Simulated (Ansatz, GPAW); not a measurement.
# Geometry or basis: what sets the conductance of naphthalene-1,5-dithiol between two Al chains, part 3 of 3

Aim: the conductance of naphthalene-1,5-dithiol between two Al chains after relaxation, and whether geometry, basis or functional moves it most.

GPAW 26.7.0 and Ansatz 0.2.0; Ansatz plane waves; relaxation of the junction with the lead ends held; PAW set soft_1 (the session's first sound run).

So far, transmission at the Fermi level (one spin): step 3 (plane waves, PBE) 0.0221; step 5 (single-zeta polarised basis, PBE, GPAW) 0.0378; step 6 (minimal basis, PBE, GPAW) 0.0527; step 7 (RPBE in the dzp basis: xc = "RPBE") 0.0263; step 8 (the structure as built: geometry = "as built", PBE, GPAW) 0.186.

### 11. Potential alignment off

Without the shift, lead and junction are matched by their Fermi levels alone.

This step: GPAW LCAO, PAW setups; Landauer transmission from Green's functions with principal layers (ASE), zero bias (GPAW 26.7.0).

File run.py:

```python
import json
import numpy as np
from ase import Atoms
from ase.transport.calculators import TransportCalculator
from gpaw import GPAW, FermiDirac
from gpaw.lcao.tools import get_lcao_hamiltonian
from scipy.linalg import eigh

# The junction with lead layers at both ends, along the third cell vector
device = Atoms(
    ['Al', 'Al', 'Al', 'Al', 'Al', 'Al', 'Al', 'S', 'H', 'H', 'C', 'C', 'C', 'H', 'C', 'C', 'C', 'C', 'H', 'C', 'C', 'C', 'H', 'H', 'S', 'Al', 'Al', 'Al', 'Al', 'Al', 'Al', 'Al'],
    positions=[
        [6.79238, 5.22375, 1.20000],
        [6.79238, 5.22375, 3.60000],
        [6.79238, 5.22375, 6.00000],
        [6.79238, 5.22375, 8.40000],
        [6.79238, 5.22375, 10.80000],
        [5.79304, 3.87072, 12.72602],
        [6.08975, 4.28032, 15.32036],
        [5.27499, 2.53738, 16.46810],
        [7.93790, 2.71017, 17.05690],
        [3.35562, 2.76180, 18.49050],
        [5.48114, 2.74371, 18.23387],
        [7.98011, 2.75287, 18.14469],
        [4.32201, 2.77031, 18.99368],
        [10.12297, 2.78018, 18.21775],
        [6.76572, 2.75516, 18.87333],
        [9.19661, 2.77574, 18.79275],
        [4.38355, 2.77621, 20.39969],
        [6.81439, 2.75385, 20.31915],
        [3.45736, 2.78054, 20.97500],
        [9.25806, 2.76702, 20.19886],
        [5.60000, 2.75107, 21.04780],
        [8.09895, 2.74044, 20.95864],
        [10.22459, 2.75668, 20.70176],
        [5.64221, 2.70650, 22.13548],
        [8.30447, 2.52940, 22.72399],
        [7.49515, 4.27402, 23.87291],
        [7.78879, 3.86456, 26.46788],
        [6.79238, 5.22375, 28.39073],
        [6.79238, 5.22375, 30.79073],
        [6.79238, 5.22375, 33.19073],
        [6.79238, 5.22375, 35.59073],
        [6.79238, 5.22375, 37.99073]],
    cell=[[13.58477, 0.0, 0.0], [0.0, 10.44751, 0.0], [0.0, 0.0, 39.19073]],
    pbc=True)

# One principal layer of the lead: the first 4 atoms of the device
lead = Atoms(
    ['Al', 'Al', 'Al', 'Al'],
    positions=[
        [6.79238, 5.22375, 1.20000],
        [6.79238, 5.22375, 3.60000],
        [6.79238, 5.22375, 6.00000],
        [6.79238, 5.22375, 8.40000]],
    cell=[[13.58477, 0.0, 0.0], [0.0, 10.44751, 0.0], [0.0, 0.0, 9.6]],
    pbc=True)

settings = dict(mode='lcao', basis='dzp', xc='PBE', h=0.2,
                occupations=FermiDirac(0.1), maxiter=250,
                mixer=dict(beta=0.1, nmaxold=8, weight=100.0),
                convergence=dict(density=0.0001))
energies = np.arange(-2, 2 + 1e-9, 0.025)
eta = 0.0001
n1, n2 = 1, 1
# k and -k transmit alike, so half of the mesh across the current serves
mesh = [(i, j) for i in range(n1) for j in range(n2) if (i, j) <= (-i % n1, -j % n2)]
weights = np.array([1 if (i, j) == (-i % n1, -j % n2) else 2 for i, j in mesh]) / (n1 * n2)

# [... helper functions left out ...]
fermi_lead = ground_state(lead, (1, 1, 12), 'lead.txt')
fermi_device = ground_state(device, (1, 1, 2), 'device.txt')
# [... loop over the mesh left out, but for ...]
        # Lead and device are aligned by their Fermi levels alone
        shift = 0.0
# [...]
kT = 8.617333e-5 * 300
bias = [0.1, 0.2, 0.5, 1.0, 1.5, 2.0]
# [... integrals and printing left out ...]
```

Run with:

```bash
OMP_NUM_THREADS=1 OPENBLAS_NUM_THREADS=1 python run.py
```

Wall time 4.9 min (1 thread of Arm Neoverse N1, shared host); peak memory 2 GiB.

Numbers from this step:

```yaml
conductance: 0.02593 G₀
thermopower: -13.13 μV/K
largest_misfit_of_the_first_principal_layer: 0.1138 eV
shift_that_aligns_the_lead: 0 eV
transmission_at_the_fermi_level_one_spin: 0.02643
```

One spin. Table of transmission, zone mean by energy, zero at the Fermi level:

```
energy (eV)  transmission, zone mean
     -2.000                    0.219
     -1.900                    0.410
     -1.800                    0.837
     -1.700                    0.987
     -1.675                    0.987
     -1.600                    0.986
     -1.500                    0.856
     -1.400                    0.365
     -1.300                  0.00900
     -1.200                   3.1e-8
     -1.100                   4.6e-9
     -1.000                  2.2e-10
     -0.900                  6.9e-11
     -0.800                  7.4e-11
     -0.700                  7.3e-10
     -0.600                   1.5e-7
     -0.500                  2.6e-11
     -0.400                   1.2e-8
     -0.300                  0.00416
     -0.200                   0.0113
     -0.100                   0.0197
      0.000                   0.0264
      0.100                   0.0289
      0.200                   0.0263
      0.300                   0.0210
      0.400                   0.0157
      0.500                   0.0116
      0.600                  0.00892
      0.700                  0.00713
      0.800                  0.00597
      0.900                  0.00520
      1.000                  0.00605
      1.100                  0.00817
      1.200                   0.0123
      1.300                   0.0199
      1.400                   0.0323
      1.500                   0.0509
      1.600                   0.0827
      1.700                    0.185
      1.800                    0.968
      1.900                    0.117
      2.000                   0.0267
```

Crossings of the lead's bands, unfolded to its shortest repeat. Table of open channels, zone mean by energy, zero at the Fermi level:

```
energy (eV)  open channels, zone mean
     -2.000                         1
     -1.900                         1
     -1.800                         1
     -1.700                         1
     -1.600                         1
     -1.500                         1
     -1.400                         1
     -1.300                         1
     -1.200                         0
     -1.100                         0
     -1.000                         0
     -0.900                         0
     -0.800                         0
     -0.700                         0
     -0.600                         0
     -0.500                         0
     -0.400                         0
     -0.300                         2
     -0.200                         2
     -0.100                         2
      0.000                         2
      0.100                         2
      0.200                         2
      0.300                         2
      0.400                         2
      0.500                         2
      0.600                         2
      0.700                         2
      0.800                         2
      0.900                         2
      1.000                         3
      1.100                         3
      1.200                         3
      1.300                         3
      1.400                         3
      1.500                         3
      1.600                         3
      1.700                         3
      1.800                         3
      1.900                         3
      2.000                         3
```

Not self-consistent under bias; the bias window is split evenly. Table of current through one cell, from the zero-bias transmission by bias:

```
bias (V)  current through one cell, from the zero-bias transmission (μA)
   0.100                                                           0.200
   0.200                                                           0.391
   0.500                                                           0.858
   1.000                                                            1.23
   1.500                                                            1.40
   2.000                                                            1.51
```

The transmission of the three most open eigenchannels by energy, zero at the Fermi level:

```
energy (eV)  channel 1  channel 2  channel 3
     -2.000      0.219          0          0
     -1.800      0.837          0          0
     -1.600      0.986          0          0
     -1.400      0.365          0          0
     -1.200     3.1e-8          0          0
     -1.000    2.2e-10          0          0
     -0.800    7.4e-11          0          0
     -0.600     1.5e-7          0          0
     -0.400     1.2e-8          0          0
     -0.200     0.0113     1.8e-7          0
      0.000     0.0264     5.0e-7          0
      0.200     0.0263     6.9e-6          0
      0.400     0.0156     2.7e-5          0
      0.600    0.00884     7.7e-5          0
      0.800    0.00580     1.7e-4          0
      1.000    0.00576     2.8e-4     8.4e-6
      1.200     0.0118     4.4e-4     2.8e-5
      1.400     0.0316     7.0e-4     3.6e-5
      1.600     0.0815    0.00113     3.2e-5
      1.800      0.966    0.00167     2.5e-5
      2.000     0.0252    0.00148     2.2e-5
```

The conductance, 0.0259 G₀, lies 3.6 % below that of the dzp run.

### 12. Summary of results

```yaml
conductance: 0.0269 G₀
transmission_at_the_fermi_level_mean_of_the_spins: 0.0277
thermopower: -15.9 μV/K
open_channels_of_the_lead_there: 2
```

In words: In the dzp basis the junction conducts 0.0269 G₀ at 300 K, with T = 0.0277 a spin at the Fermi level; no smaller basis tried comes within 10 % of that conductance. Relaxation moved atoms by up to 1.8 Å and took the conductance from 0.194 to 0.0269 G₀, as a ratio a larger change than the step from dzp to the minimal basis. Plane waves (PBE) give T = 0.0221 there. The scatterer reflects about 99 % of the incoming channels at the Fermi level. The negative thermopower says that the thermally weighted transmission is larger above the Fermi level, as for electron-like transport. Measured against the first run (pw-pbe), the nearest curve is that of dzp (r.m.s. 0.14) and the farthest that of sz (0.31). Over the compared runs wall time goes from 148 s (sz) to 29944 s (pw-pbe), on a shared host; the plane-wave run used 4 threads and the orbital runs 1. Moves of this size go well beyond a change of bond lengths: the free chain atoms or the scatterer took up a new arrangement, and the name in the title describes the start. The leads kept an estimated spacing and the cell its length, so the junction may be under some tension or compression. Semilocal functionals put molecular levels too near the Fermi level, so such conductances usually come out too high, and chain electrodes have a sharper density of states than real ones. An evenly spaced straight chain is an idealisation: free chains tend to dimerise, zigzag or, where a band edge lies near the Fermi level, turn magnetic. The currents use the zero-bias T(E) throughout, which holds only while the bias is small against the distance to the nearest feature.

[Logs are printed without paths, hosts, clocks, repeated set-up lines and the standing remarks that a program may print on its own settings, such as how far it seeks lower states.]

[Hosts, paths, dates, database ids (printed as entryN), source tags and the programs' standing remarks are cut or masked in the printed files.]
